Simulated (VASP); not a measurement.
# CaSe (Fm-3m) in VASP: a series of runs

Runs on CaSe. Level: r2SCAN. Tasks: single point, relaxation of cell and atoms.

Program: VASP 6.6.1. These are calculated values, not measurements. Logs are shortened: lines on timing, memory, paths and dates and some standing lists are left out, and cuts for length are marked.

**The experiment to reproduce.**

From a printed reference work, monograph, original work of 1988, for a bulk crystal of CaSe at 2 K: band gap 3.85 eV (indirect).

How close the calculation comes is told below.

## (1) The cell of the first run

It takes space group Fm-3m (No. 225, cubic). The conventional cell has a = 5.912 Å, b = 5.912 Å, c = 5.912 Å, α = 90.00°, β = 90.00°, γ = 90.00°. Ca (site symmetry m-3m) has 6 Se at 2.96 Å within 3.9 Å. Within 3.9 Å of Se (site symmetry m-3m) lie 6 Ca at 2.96 Å.

## (2) Single point, r2SCAN

POSCAR reads:

```
CaSe
1.0
    0.0000000000     -2.9560000000     -2.9560000000
    2.9560000000      0.0000000000     -2.9560000000
    2.9560000000     -2.9560000000      0.0000000000
Ca Se
1 1
Direct
    0.0000000000      0.0000000000      0.0000000000
    0.5000000000      0.5000000000      0.5000000000
```

INCAR.step1 reads:

```
SYSTEM = CaSe
PREC = Accurate
ENCUT = 520
ISMEAR = 0
SIGMA = 0.1
LREAL = .FALSE.
LASPH = .TRUE.
NELM = 60
NBANDS = 15
GGA = PE
ALGO = Normal
EDIFF = 1E-4
LWAVE = .TRUE.
LCHARG = .FALSE.
```

INCAR.step2 reads:

```
SYSTEM = CaSe
PREC = Accurate
ENCUT = 520
EDIFF = 1E-7
ISMEAR = 0
SIGMA = 0.1
LREAL = .FALSE.
LASPH = .TRUE.
NELM = 60
ALGO = Normal
ISIF = 2
LWAVE = .FALSE.
LCHARG = .TRUE.
METAGGA = R2SCAN
LMIXTAU = .TRUE.
LELF = .TRUE.
LVHAR = .TRUE.
NBANDS = 15
ISTART = 1
```

KPOINTS reads:

```
Automatic mesh
0
G
  6 6 6
  0 0 0
```

Potentials or basis: VASP PAW PBE potentials, release 64 (Ca_sv, Se).

Started as:

```
> cat potpaw_PBE.64/Ca_sv/POTCAR potpaw_PBE.64/Se/POTCAR > POTCAR
> cp INCAR.step1 INCAR
> mpirun -np 1 vasp_std > vasp.out
> cp INCAR.step2 INCAR
> mpirun -np 1 vasp_std > vasp.out
```

OUTCAR:

```text
SYSTEM = CaSe
   PREC = Accurate
   ENCUT = 520
   EDIFF = 1E-7
   ISMEAR = 0
   LREAL = .FALSE.
   LASPH = .TRUE.
   NELM = 60
   ISIF = 2
   METAGGA = R2SCAN
   ISTART = 1

 ion  position               nearest neighbor table
   1  0.000  0.000  0.000-   2 2.96   2 2.96   2 2.96   2 2.96   2 2.96   2 2.96
   2  0.500  0.500  0.500-   1 2.96   1 2.96   1 2.96   1 2.96   1 2.96   1 2.96

  LATTYP: Found a face centered cubic cell.
 ALAT       =     5.9120000000

  Lattice vectors:

 A1 = (   0.0000000000,  -2.9560000000,  -2.9560000000)
 A2 = (   2.9560000000,   0.0000000000,  -2.9560000000)
 A3 = (   2.9560000000,  -2.9560000000,   0.0000000000)

Analysis of symmetry for initial positions (statically):
=====================================================================
 Subroutine PRICEL returns:
 Original cell was already a primitive cell.

 Routine SETGRP: Setting up the symmetry group for a
 face centered cubic supercell.

 Subroutine GETGRP returns: Found 48 space group operations
 (whereof 48 operations were pure point group operations)
 out of a pool of 48 trial point group operations.

The static configuration has the point symmetry O_h .

Analysis of symmetry for dynamics (positions and initial velocities):
=====================================================================
 Subroutine PRICEL returns:
 Original cell was already a primitive cell.

 Routine SETGRP: Setting up the symmetry group for a
 face centered cubic supercell.

 Subroutine GETGRP returns: Found 48 space group operations
 (whereof 48 operations were pure point group operations)
 out of a pool of 48 trial point group operations.

The dynamic configuration has the point symmetry O_h .

 Subroutine INISYM returns: Found 48 space group operations
 (whereof 48 operations are pure point group operations),
 and found     1 'primitive' translations

----------------------------------------------------------------------------------------

                                     Primitive cell

  volume of cell :      51.6587

  direct lattice vectors                    reciprocal lattice vectors
     0.000000000 -2.956000000 -2.956000000    -0.169147497 -0.169147497 -0.169147497
     2.956000000  0.000000000 -2.956000000     0.169147497  0.169147497 -0.169147497
     2.956000000 -2.956000000  0.000000000     0.169147497 -0.169147497  0.169147497

  length of vectors
     4.180415290  4.180415290  4.180415290     0.292972058  0.292972058  0.292972058

  position of ions in fractional coordinates (direct lattice)
     0.000000000  0.000000000  0.000000000
     0.500000000  0.500000000  0.500000000

  ion indices of the primitive-cell ions
   primitive index   ion index
                 1           1
                 2           2

----------------------------------------------------------------------------------------

 KPOINTS: Automatic mesh

Automatic generation of k-mesh.
 Grid dimensions read from file:
 generate k-points for:    6    6    6

 Generating k-lattice:

  Cartesian coordinates                     Fractional coordinates (reciprocal lattice)
    -0.028191249 -0.028191249 -0.028191249     0.166666667  0.000000000  0.000000000
     0.028191249  0.028191249 -0.028191249     0.000000000  0.166666667  0.000000000
     0.028191249 -0.028191249  0.028191249     0.000000000  0.000000000  0.166666667

  Length of vectors
     0.048828676  0.048828676  0.048828676

  Shift w.r.t. Gamma in fractional coordinates (k-lattice)
     0.000000000  0.000000000  0.000000000

 Subroutine IBZKPT returns following result:
 ===========================================

 Found     16 irreducible k-points:

 Following reciprocal coordinates:
            Coordinates               Weight
  0.000000  0.000000  0.000000      1.000000
  0.166667  0.000000  0.000000      8.000000
  0.333333  0.000000  0.000000      8.000000
  0.500000  0.000000  0.000000      4.000000
  0.166667  0.166667  0.000000      6.000000
  0.333333  0.166667  0.000000     24.000000
[... 8 lines left out ...]
 -0.333333  0.333333  0.166667     24.000000
 -0.333333  0.500000  0.166667     12.000000
   k-points           NKPTS =     16   k-points in BZ     NKDIM =     16   number of bands    NBANDS=     15
   number of dos      NEDOS =    301   number of ions     NIONS =      2
   total plane-waves  NPLWV =  32768
   dimension x,y,z NGX =    32 NGY =   32 NGZ =   32
   dimension x,y,z NGXF=    64 NGYF=   64 NGZF=   64
   ions per type =               1   1
   NGX,Y,Z   is equivalent  to a cutoff of  12.73, 12.73, 12.73 a.u.
   NGXF,Y,Z  is equivalent  to a cutoff of  25.45, 25.45, 25.45 a.u.
 SYSTEM =  CaSe
   PREC   = accura    normal or accurate (medium, high low for compatibility)
   ISTART =      1    job   : 0-new  1-cont  2-samecut
   ICHARG =      0    charge: 1-file 2-atom 10-const
   ISPIN  =      1    spin polarized calculation?
   LNONCOLLINEAR =      F non collinear calculations
   LSORBIT =      F    spin-orbit coupling
[... 61 lines left out ...]
      2     -19.2083      2.00000
      3     -19.2083      2.00000
      4     -19.2083      2.00000
      5     -10.0046      2.00000
      6       2.1955      2.00000
      7       2.1955      2.00000
      8       2.1955      2.00000
      9       6.3429      0.00000
     10       6.4211      0.00000
     11       6.4211      0.00000
     12       6.4211      0.00000
     13       7.0211      0.00000
     14       7.0211      0.00000
     15      12.6784      0.00000

 k-point     2 :       0.1667    0.0000    0.0000
  band No.  band energies     occupation
      1     -39.0948      2.00000
      2     -19.2383      2.00000
      3     -19.2101      2.00000
      4     -19.2101      2.00000
      5      -9.8378      2.00000
      6       1.0548      2.00000
      7       1.8155      2.00000
      8       1.8155      2.00000
      9       6.4078      0.00000
     10       6.7930      0.00000
     11       6.7931      0.00000
     12       7.7224      0.00000
     13       7.7266      0.00000
     14       7.7266      0.00000
     15      12.7259      0.00000

 k-point     3 :       0.3333    0.0000    0.0000
  band No.  band energies     occupation
      1     -39.0914      2.00000
      2     -19.2970      2.00000
      3     -19.2137      2.00000
      4     -19.2137      2.00000
      5      -9.4765      2.00000
      6      -0.4672      2.00000
      7       1.2379      2.00000
      8       1.2379      2.00000
      9       6.7240      0.00000
     10       7.6568      0.00000
     11       7.6568      0.00000
     12       8.9797      0.00000
     13       9.2297      0.00000
     14       9.2297      0.00000
     15      12.3861      0.00000

 k-point     4 :       0.5000    0.0000    0.0000
  band No.  band energies     occupation
      1     -39.0897      2.00000
      2     -19.3258      2.00000
      3     -19.2155      2.00000
      4     -19.2154      2.00000
      5      -9.2781      2.00000
      6      -1.0889      2.00000
      7       1.0021      2.00000
      8       1.0021      2.00000
      9       7.3190      0.00000
     10       8.2966      0.00000
     11       8.3174      0.00000
     12       8.3174      0.00000
     13      10.3673      0.00000
     14      10.3673      0.00000
     15      10.9261      0.00000
[... 163 lines left out ...]
 k-point    14 :       0.5000    0.3333    0.1667
  band No.  band energies     occupation
      1     -39.0892      2.00000
      2     -19.2864      2.00000
      3     -19.2444      2.00000
      4     -19.2257      2.00000
      5      -9.3820      2.00000
      6      -0.3645      2.00000
      7       0.8129      2.00000
      8       1.0101      2.00000
      9       6.2676      0.00000
     10       7.8811      0.00000
     11       8.3651      0.00000
     12       8.5135      0.00000
     13       8.9812      0.00000
     14      10.4433      0.00000
     15      11.1186      0.00000

 k-point    15 :      -0.3333    0.3333    0.1667
  band No.  band energies     occupation
      1     -39.0881      2.00000
      2     -19.2890      2.00000
      3     -19.2534      2.00000
      4     -19.2324      2.00000
      5      -9.2991      2.00000
      6      -0.3286      2.00000
      7       0.3781      2.00000
      8       0.8564      2.00000
      9       7.1881      0.00000
     10       7.2784      0.00000
     11       8.5676      0.00000
     12       8.7468      0.00000
     13       8.7984      0.00000
     14      10.7107      0.00000
     15      11.6214      0.00000

 k-point    16 :      -0.3333    0.5000    0.1667
  band No.  band energies     occupation
      1     -39.0875      2.00000
      2     -19.2783      2.00000
      3     -19.2538      2.00000
      4     -19.2469      2.00000
      5      -9.3300      2.00000
      6      -0.1049      2.00000
      7       0.6155      2.00000
      8       0.6877      2.00000
      9       6.0039      0.00000
     10       8.0204      0.00000
     11       8.1373      0.00000
     12       8.6522      0.00000
     13       8.8613      0.00000
     14       9.9624      0.00000
     15      12.4511      0.00000

------------------------ aborting loop because EDIFF is reached ----------------------------------------

  FORCE on cell =-STRESS in cart. coord.  units (eV):
  Direction    XX          YY          ZZ          XY          YZ          ZX
  --------------------------------------------------------------------------------------
  -------------------------------------------------------------------------------------
  Total        0.2798791      0.2798791      0.2798791     -0.0000000      0.0000000      0.0000000
  in kB        8.6803615      8.6803615      8.6803615     -0.0000000      0.0000000      0.0000000
  external PRESSURE =       8.6803615 kB  Pullay stress =       0.0000000 kB

 VOLUME and BASIS-vectors are now :
 -----------------------------------------------------------------------------
  energy-cutoff  :      520.00
  volume of cell :       51.66
      direct lattice vectors                 reciprocal lattice vectors
     0.000000000 -2.956000000 -2.956000000    -0.169147497 -0.169147497 -0.169147497
     2.956000000  0.000000000 -2.956000000     0.169147497  0.169147497 -0.169147497
     2.956000000 -2.956000000  0.000000000     0.169147497 -0.169147497  0.169147497

 POSITION                                       TOTAL-FORCE (eV/Angst)
 -----------------------------------------------------------------------------------
      0.00000      0.00000      0.00000        -0.000000     -0.000000      0.000000
      2.95600     -2.95600     -2.95600         0.000000      0.000000     -0.000000
 -----------------------------------------------------------------------------------
    total drift:                                0.000000      0.000000      0.000000

  FREE ENERGIE OF THE ION-ELECTRON SYSTEM (eV)
  ---------------------------------------------------
  free  energy   TOTEN  =       -25.9763343211 eV

  energy  without entropy=      -25.9763343211  energy(sigma->0) =      -25.97633432
```

Run time: 54 s. Hardware: 1 thread of Intel Xeon Platinum 8375C at 2.90GHz (Ice Lake), shared host; peak memory 0.19 GiB.

Results:

```
Free energy            : -25.9763 eV
Pressure               : 0.9 GPa
Band gap on the k mesh : 2.49 eV, indirect (least direct gap 3.44 eV)
```

Caveat: the PAW data sets were made with another functional, which shifts forces and pressure a little.

## (3) Single point, r2SCAN

This run uses another cell than the first one, of 26.13 Å³/atom, 1.012 times its volume.

POSCAR reads:

```
CaSe
1.0
    0.0000000000     -2.9673908030     -2.9673908030
    2.9673908030      0.0000000000     -2.9673908030
    2.9673908030     -2.9673908030      0.0000000000
Ca Se
1 1
Direct
    0.0000000000      0.0000000000      0.0000000000
    0.5000000000      0.5000000000      0.5000000000
```

INCAR.step1 reads:

```
PREC = Accurate
ENCUT = 520
ISMEAR = 0
SIGMA = 0.02
LREAL = F
LASPH = T
NELM = 100
NBANDS = 15
GGA = PE
ALGO = Normal
EDIFF = 1E-4
LWAVE = T
LCHARG = F
```

INCAR.step2 reads:

```
PREC = Accurate
ENCUT = 520
EDIFF = 1E-6
ISMEAR = 0
SIGMA = 0.02
LREAL = F
LASPH = T
NELM = 100
ALGO = Normal
ISIF = 2
LWAVE = F
LCHARG = F
METAGGA = R2SCAN
LMIXTAU = T
NBANDS = 15
ISTART = 1
```

KPOINTS reads:

```
Automatic mesh
0
Gamma
  8 8 8
```

Potentials or basis: VASP PAW PBE potentials, release 64 (Ca_sv, Se).

Started as:

```
> cat potpaw_PBE.64/Ca_sv/POTCAR potpaw_PBE.64/Se/POTCAR > POTCAR
> cp INCAR.step1 INCAR
> mpirun -np 1 vasp_std > vasp.out
> cp INCAR.step2 INCAR
> mpirun -np 1 vasp_std > vasp.out
```

Wall time 50 s (1 thread of Intel Xeon Platinum 8375C at 2.90GHz (Ice Lake), shared host); peak memory 0.19 GiB.

It converged, with:

* Free energy: -25.9791 eV
* Pressure: 0.3 GPa
* Band gap on the k mesh: 2.52 eV, indirect (least direct gap 3.46 eV)

Levels at points of the mesh, in eV from the valence-band top:
| k point | band 5 | band 6 | band 7 | band 8 | band 9 | band 10 | band 11 | band 12 |
| --- | --- | --- | --- | --- | --- | --- | --- | --- |
| (0.00, 0.00, 0.00) | -12.16 | 0.00 | 0.00 | 0.00 | 4.08 | 4.23 | 4.23 | 4.23 |
| (0.50, 0.00, 0.00) | -11.46 | -3.24 | -1.17 | -1.17 | 5.10 | 6.07 | 6.09 | 6.09 |
| (0.50, 0.50, 0.00) | -11.57 | -2.52 | -0.94 | -0.94 | 2.52 | 5.60 | 5.76 | 6.62 |

Caveat: the PAW data sets were made with another functional, which shifts forces and pressure a little.

## (4) Relaxation of cell and atoms, r2SCAN

POSCAR reads:

```
CaSe
1.0
    0.0000000000     -2.9560000000     -2.9560000000
    2.9560000000      0.0000000000     -2.9560000000
    2.9560000000     -2.9560000000      0.0000000000
Ca Se
1 1
Direct
    0.0000000000      0.0000000000      0.0000000000
    0.5000000000      0.5000000000      0.5000000000
```

INCAR.step1 reads:

```
SYSTEM = CaSe
  PREC = Accurate
  ENCUT = 600
  ISMEAR = 0
  SIGMA = 0.02
  LREAL = .False.
  LASPH = .True.
  NELM = 100
  GGA = PE
  ALGO = Normal
  EDIFF = 1E-4
  LWAVE = .True.
  LCHARG = .False.
```

INCAR.step2 reads:

```
SYSTEM = CaSe
  PREC = Accurate
  ENCUT = 600
  EDIFF = 1E-6
  ISMEAR = 0
  SIGMA = 0.02
  LREAL = .False.
  LASPH = .True.
  NELM = 100
  ALGO = Normal
  ISIF = 3
  LWAVE = .False.
  LCHARG = .False.
  METAGGA = R2SCAN
  LMIXTAU = .True.
  IBRION = 2
  NSW = 100
  EDIFFG = -0.005
  ISTART = 1
```

KPOINTS reads:

```
Automatic mesh
0
Gamma
  8 8 8
  0 0 0
```

Started as:

```
> cat potpaw_PBE.64/Ca_sv/POTCAR potpaw_PBE.64/Se/POTCAR > POTCAR
> cp INCAR.step1 INCAR
> mpirun -np 1 vasp_std > vasp.out
> cp INCAR.step2 INCAR
> mpirun -np 1 vasp_std > vasp.out
```

Wall time 3.1 min (1 thread of Intel Xeon Platinum 8375C at 2.90GHz (Ice Lake), shared host); peak memory 0.23 GiB.

The run converged. Its results:

| Quantity | Value |
| --- | --- |
| Free energy | -25.9809 eV |
| Relaxed volume | 26.25 Å³/atom |
| Relaxed cell | a = 4.203 Å, b = 4.203 Å, c = 4.203 Å, α = 60.00°, β = 60.00°, γ = 60.00° |
| Space group after relaxing (to 0.05 Å) | Fm-3m (No. 225) |
| Energy gained by relaxing | 1.1 meV/atom |
| Ionic steps | 3 |
| Pressure after relaxing | 0.0 GPa |
| Band gap on the k mesh | 2.53 eV, indirect (least direct gap 3.46 eV) |

The path:
```
step  energy change (eV)  largest force (eV/Å)  pressure (GPa)  volume (Å³)
   1              0.0000                0.0000            0.87        51.66
   2             -0.0021                0.0000           -0.22        52.72
   3             -0.0023                0.0000            0.01        52.50
```

Final structure:
```
Ca Se
1.0
     0.00000   -2.97193   -2.97193
     2.97193    0.00000   -2.97193
     2.97193   -2.97193    0.00000
Ca Se
1 1
Cartesian
  0.0000 0.0000 0.0000
  2.9719 -2.9719 -2.9719
```

Levels at points of the mesh, in eV from the valence-band top:
```tsv
k point	band 4	band 5	band 6	band 7	band 8	band 9	band 10	band 11	band 12
(0.00, 0.00, 0.00)	-21.45	-12.14	0.00	0.00	0.00	4.05	4.23	4.23	4.23
(0.50, 0.00, 0.00)	-21.46	-11.45	-3.22	-1.16	-1.16	5.09	6.05	6.08	6.08
(0.50, 0.50, 0.00)	-21.48	-11.56	-2.51	-0.93	-0.93	2.53	5.59	5.74	6.61
```

Caveat: the PAW data sets were made with another functional, which shifts forces and pressure a little. A k mesh can miss the band edges.

## (5) The runs side by side

| task | cell | k mesh | cutoff (eV) | smearing | gap on the mesh (eV) | pressure (GPa) |
| --- | --- | --- | --- | --- | --- | --- |
| single point | a = 4.180 Å, angles 60.0°, 2 atoms | 6 × 6 × 6 | 520 | gaussian 0.1 eV | 2.49 | 0.9 |
| single point | a = 4.197 Å, angles 60.0°, 2 atoms | 8 × 8 × 8 | 520 | gaussian 0.02 eV | 2.52 | 0.3 |
| relaxation of cell and atoms | relaxed from a = 4.180 Å, angles 60.0°, 2 atoms | 8 × 8 × 8 | 600 | gaussian 0.02 eV | 2.53 | 0.0 |

Alike in all rows: level r2SCAN; potentials or basis VASP PAW PBE potentials, release 64 (Ca_sv, Se); no spin polarisation.

Caveats: the PAW data sets were made with another functional, which shifts forces and pressure a little.

Absolute energies hang on the potentials; compare differences alone.

## (6) How close it comes

Step 2. Against the measured gap of CaSe, 3.85 eV (indirect; 2 K; a printed reference work, monograph, original work of 1988), the calculated 2.49 eV is off by -1.36 eV. Spin-orbit coupling on Se is left out. The value is that of r2SCAN on a finite k mesh, which can miss the band edges, without temperature or zero-point motion.

Step 3. Against the measured gap of CaSe, 3.85 eV (indirect; 2 K; a printed reference work, monograph, original work of 1988), the calculated 2.52 eV is off by -1.33 eV. Spin-orbit coupling on Se is left out. The value is that of r2SCAN on a finite k mesh, which can miss the band edges, without temperature or zero-point motion.
